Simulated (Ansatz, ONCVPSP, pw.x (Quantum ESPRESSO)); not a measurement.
# What a changed setting does to a pw.x run (fcc Zr)

Potential: optimised norm-conserving Vanderbilt (ONCV), ONCVPSP 4.0.1.1 (patched build), LDA (Perdew-Wang 92); core [Ar] 3d10, reference 4s2 4p6 4d2 5s2; waves: 4s+5s: rc 2.25 bohr, ncon 4, nbas 7, qcut 6.8 1/bohr, 2 projectors; 4p: rc 1.80 bohr, ncon 4, nbas 7, qcut 6.6 1/bohr, 2 projectors, debl 0.9 Ha; 4d: rc 2.00 bohr, ncon 4, nbas 8, qcut 4.3 1/bohr, 2 projectors, debl 2.7 Ha; local part: polynomial inside 1.35 bohr (lpopt 2, dvloc0 -1 Ha); core correction: polynomial model core, fcfact 0.65. In the p channel the program set the typed energies aside and used -1.195, 0.250 Ha.

The reference run (k-mesh 13³, cutoffs 135/540 Ry, Fermi–Dirac 0.01 Ry, mixing_beta 0.4, conv_thr 1e-9, no spin) gives 0.23 GPa at 21.609 Å³/atom, where all-electron LAPW gives 0.14 GPa. This run, with its own iteration cap, changes mixing_beta to 0.05.

```
&control
  calculation='scf', prefix='x', pseudo_dir='./', outdir='./tmp', tstress=.true., disk_io='none'
/
&system
  ibrav=0, nat=1, ntyp=1, ecutwfc=135, ecutrho=540, nbnd=14,
  occupations='smearing', smearing='fd', degauss=0.01
/
&electrons
  conv_thr=1e-09, mixing_beta=0.05, electron_maxstep=50
/
ATOMIC_SPECIES
Zr 1.0 Zr.UPF
CELL_PARAMETERS angstrom
  0.00000000 2.21072586 2.21072586
  2.21072586 0.00000000 2.21072586
  2.21072586 2.21072586 0.00000000
ATOMIC_POSITIONS crystal
Zr 0.0000 0.0000 0.0000
K_POINTS automatic
13 13 13 0 0 0
```

```bash
pw.x < Zr.scf.in > Zr.scf.out
```

**Question.** How does the run end?

**Answer.** It converges in 10 iterations; the free energy moves by +0.0 meV/atom and the pressure by +0.00 GPa. The result is that of the reference run.

```
Message from routine setup:
     using ibrav=0 with symmetry is DISCOURAGED, use correct ibrav instead
     lattice parameter (alat)  =       5.9081  a.u.
     unit-cell volume          =     145.8248 (a.u.)^3
     number of electrons       =        12.00
     number of Kohn-Sham states=           14
     kinetic-energy cutoff     =     135.0000  Ry
     charge density cutoff     =     540.0000  Ry
     scf convergence threshold =      1.0E-09
     Exchange-correlation= SLA  PW   NOGX NOGC
     number of k points=    84  Fermi-Dirac smearing, width (Ry)=  0.0100
     iteration #  1     ecut=   135.00 Ry     beta= 0.05
     total energy              =    -120.12112733 Ry
     estimated scf accuracy    <       0.01223472 Ry
     iteration #  2     ecut=   135.00 Ry     beta= 0.05
     total energy              =    -120.11475886 Ry
     estimated scf accuracy    <       0.01041952 Ry
     iteration #  3     ecut=   135.00 Ry     beta= 0.05
     total energy              =    -120.11707768 Ry
     estimated scf accuracy    <       0.00027794 Ry
     [... 4 iterations left out ...]
     iteration #  8     ecut=   135.00 Ry     beta= 0.05
     total energy              =    -120.11688808 Ry
     estimated scf accuracy    <          2.0E-09 Ry
     iteration #  9     ecut=   135.00 Ry     beta= 0.05
     total energy              =    -120.11688808 Ry
     estimated scf accuracy    <          1.4E-09 Ry
     iteration # 10     ecut=   135.00 Ry     beta= 0.05
     the Fermi energy is    14.8851 ev
!    total energy              =    -120.11688808 Ry
     estimated scf accuracy    <          5.5E-11 Ry
     smearing contrib. (-TS)   =      -0.00620062 Ry
     The total energy is F=E-TS. E is the sum of the following terms:
     one-electron contribution =     -15.43910162 Ry
     hartree contribution      =      13.42156412 Ry
     xc contribution           =     -39.07533552 Ry
     ewald contribution        =     -79.01781444 Ry
     convergence has been achieved in  10 iterations
          total   stress  (Ry/bohr**3)                   (kbar)     P=        2.24
     Message from routine punch:
     Nothing written, as per user request (disk_io='none')
```

The run took about 2.6 min on one core of a shared host (Neoverse-N1, 64 threads, 124 GiB, load 48).
